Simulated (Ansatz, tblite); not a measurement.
# ZnSnN₂ with GFN1-xTB from a Python script

These are simulated results from tblite 0.8.0, not measurements. The cell was built from a prototype and was relaxed with r2SCAN in plane waves (Ansatz 0.2.0). It may be hypothetical. All runs are without spin polarisation.

The symmetry is R-3m (No. 166, trigonal); a = 3.167 Å, c = 15.449 Å in the conventional setting, 11.19 Å³ an atom. Around Zn lie 6 N at 2.27 Å; around Sn lie 6 N at 2.21 Å; around N lie 3 Sn at 2.21 Å and 3 Zn at 2.27 Å.

tblite solves periodic systems at the zone centre alone, so the script builds a cluster of 3×3×1 conventional cells (108 atoms), which folds in a coarse mesh of k points.

Input script:

```python
import json
from ase import Atoms
from ase.build import make_supercell
from ase.units import Bohr, GPa, Hartree
from tblite.interface import Calculator

atoms = Atoms(['Zn', 'Sn', 'N', 'N'],
              cell=[[1.58368717, 0.91434222, 5.14981747], [-1.58368717, 0.91434222, 5.14981747], [0.0, -1.82868443, 5.14981747]],
              scaled_positions=[[1.0, 0.0, 0.0], [0.5, 0.5, 0.5], [0.246469815, 0.246469815, 0.246469815], [0.753530185, 0.753530185, 0.753530185]],
              pbc=True)
cluster = make_supercell(atoms, [[3, -3, 0], [0, 3, -3], [1, 1, 1]])
calc = Calculator('GFN1-xTB', cluster.numbers, cluster.positions / Bohr, lattice=cluster.cell[:] / Bohr, periodic=cluster.pbc)
calc.set('temperature', 0.02 / Hartree)
calc.set('max-iter', 150)
res = calc.singlepoint()
levels = res.get('orbital-energies') * Hartree
nv = round(res.get('orbital-occupations').sum() / 2)
cells = len(cluster) // len(atoms)
out = {'energy_per_cell': res.get('energy') * Hartree / cells, 'homo': levels[nv - 1], 'lumo': levels[nv],
       'stress': (-res.get('virial') * Hartree / cluster.get_volume() / GPa).tolist(), 'charges': res.get('charges')[:len(atoms)].tolist(), 'electrons': 2 * nv / cells}
json.dump(out, open('results.json', 'w'))
for key, value in out.items():
    print(key, value)
```

Command: `python run.py`. It took 7.4 s on 1 thread of Arm Neoverse V1 (shared host), peak memory 0.14 GiB.

The log:

```
------------------------------------------------------------
  cycle        total energy    energy error   density error
------------------------------------------------------------
      1     -252.2521496163  -2.5158164E+02   9.2399131E-01
      2     -261.4986750950  -9.2465255E+00   3.1028593E-01
      3     -262.2518588365  -7.5318374E-01   2.1455416E-01
      4     -262.7193821358  -4.6752330E-01   6.1828637E-02
      5     -262.7309594746  -1.1577339E-02   3.4914930E-03
      6     -262.7269793375   3.9801371E-03   5.0759778E-03
      7     -262.7299018120  -2.9224744E-03   3.5012409E-03
      8     -262.7321689118  -2.2670998E-03   1.2752651E-03
      9     -262.7322010469  -3.2135166E-05   7.3388351E-04
     10     -262.7321740689   2.6978029E-05   5.6080011E-04
     11     -262.7322496558  -7.5586961E-05   2.1782656E-04
     12     -262.7322609433  -1.1287406E-05   8.9964430E-05
     13     -262.7322620457  -1.1024408E-06   4.0049237E-05
     14     -262.7322622697  -2.2398063E-07   2.6883762E-05
     15     -262.7322624081  -1.3837905E-07   1.1842878E-05
------------------------------------------------------------

 total:                                   6.692 sec
energy_per_cell -264.7892227200352
homo -13.994153201998477
lumo -13.872899695786481
stress [[-6.3092388836523305, -0.001292171862781171, 1.0650893732848473e-05], [-0.0012921718627807686, -6.31073150870081, 5.852032625339437e-06], [1.0650893732642816e-05, 5.8520326252913464e-06, -4.611923934843352]]
charges [0.27067580286683945, 0.596929881174102, -0.4337772672572684, -0.43382459825330155]
electrons 16.0
```

The cycle table is in hartree for the whole cluster, and the lines after it are in eV (the energy for one cell). The printed stress is in GPa and positive in compression, and the pressure is its mean diagonal.

GFN1-xTB gives a gap of 0.12 eV. On the same cell, plane-wave PBE (Ansatz, 10×10×10 k points and the special points) gives a gap of 0.74 eV and r2SCAN a gap of 1.19 eV; on shared hosts these took about 8.6 and 19 core-seconds on the 4-atom cell, against 7.4 for the script. Spin-orbit coupling, left out in all these runs, can cut or reorder the gap by tenths of an eV, up to about 1 eV with Pb or Bi. xTB was fitted to molecules, so gaps, charges and pressures of solids can be far off, and the gap also depends on the size of the cluster.

The same script was run on cells scaled at fixed shape and fractional coordinates:

```tsv
volume (Å³/atom)	energy (meV/atom)	pressure (GPa, positive in compression)	gap (eV)
9.84	32.3	15.79	0.13
10.51	-6.2	3.26	0.12
11.19	0.0	-5.74	0.12
11.86	38.3	-12.19	0.12
12.53	99.6	-16.80	0.11
```

A Birch-Murnaghan fit puts the minimum at 10.73 Å³/atom, 4.1 % below the given cell, with a bulk modulus of 152 GPa at fixed shape.

xTB was fitted mostly to molecules, and a small cluster samples few k points, so gaps, pressures and kinks along a curve can be far from a solid's.

Spin-orbit coupling is left out, which matters wherever the heavy atoms make up the band edges.
